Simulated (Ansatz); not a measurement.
Crystal: Se.

```
Se
1.0
     4.36620    0.00000    0.00000
    -2.18310    3.78124    0.00000
     0.00000    0.00000    4.95360
Se
3
Direct
  0.77460 0.77460 0.00000
  0.00000 0.22540 0.66667
  0.22540 0.00000 0.33333
```

Base run:

- Program: Ansatz 0.2.0
- Functional: revPBE
- Potentials or basis: Ansatz PAW
- Cutoff: 420 eV
- Density cutoff: 1680 eV
- k mesh: 7 × 7 × 6
- Occupations: fermi-dirac, width 0.05 eV
- Spin: no spin polarisation

Its results: band gap on the k mesh 1.26 eV, indirect (least direct gap 1.51 eV); pressure 4.0 GPa; largest force 0.392 eV/Å.

**Question.** The run is repeated on the same cell with these changes: functional from revPBE to r2SCAN; cutoff from 420 eV to 500 eV; density cutoff from 1680 eV to 2000 eV. What comes out?

**Answer.** Band gap on the k mesh 1.46 eV, indirect (least direct gap 1.71 eV); pressure 1.3 GPa; largest force 0.053 eV/Å.

r2SCAN gives the wider gap, since meta-GGAs in the generalised Kohn-Sham scheme recover part of the derivative discontinuity.

Caveats: the k mesh misses the band edges, so the gap on the mesh is wider than the one along the path; the PAW data sets come from PBE, with cores solved anew for the run's functional, which leaves a small shift of forces and pressure; the potentials were made for another functional, which shifts forces and pressure (some runs).

Not every run made on this cell is shown here.
